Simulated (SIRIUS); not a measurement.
## MnS under changes of volume

One of the cells (21.464 Å³/atom); the others are scaled copies at fixed shape and fractional positions:

```
Mn S
1.0
     3.95358    0.00000    0.00000
    -1.97679    3.42390    0.00000
     0.00000    0.00000    6.34253
Mn S
2 2
Direct
  0.66667 0.33333 0.49884
  0.33333 0.66667 0.99884
  0.33333 0.66667 0.62615
  0.66667 0.33333 0.12615
```

The cell is a database's computed one.

```yaml
Program: SIRIUS 7.12.0
Functional: LDA
Potentials_or_basis: all-electron FP-LAPW
Cutoff: 218 eV
Basis: apw+lo standard
k_mesh: 6 × 6 × 3
Occupations: fermi-dirac, width 0.05 eV
Spin: collinear spin, ferromagnetic start
Starting_moments: "[4.0, 4.0, 0.0, 0.0] μB"
```

```csv
volume (Å³/atom),energy over the lowest point (meV/atom),moment (μB per cell)
20.176,0.00,9.08
20.606,5.38,9.32
21.035,12.98,9.45
21.464,23.06,9.55
21.893,?,?
22.323,50.41,9.69
22.752,66.96,9.76
```

What does the run at 21.893 Å³/atom give?

Energy over the lowest point 35.49 meV/atom; moment 9.63 μB per cell.

Worked out: A Birch-Murnaghan fit of order 3 (a polynomial in V^(-2/3)) to the other rows has no minimum within the range. It gives 35.62 meV/atom at 21.893 Å³/atom, against the run's 35.49. A parabola through the other rows of the moment, of slope 0.176 μB per Å³/atom there, gives 9.65 μB, against the run's 9.63.

Energies are extrapolated to zero smearing.

Caveats: only a ferromagnetic start was run, and an antiferromagnetic order may lie lower in energy.
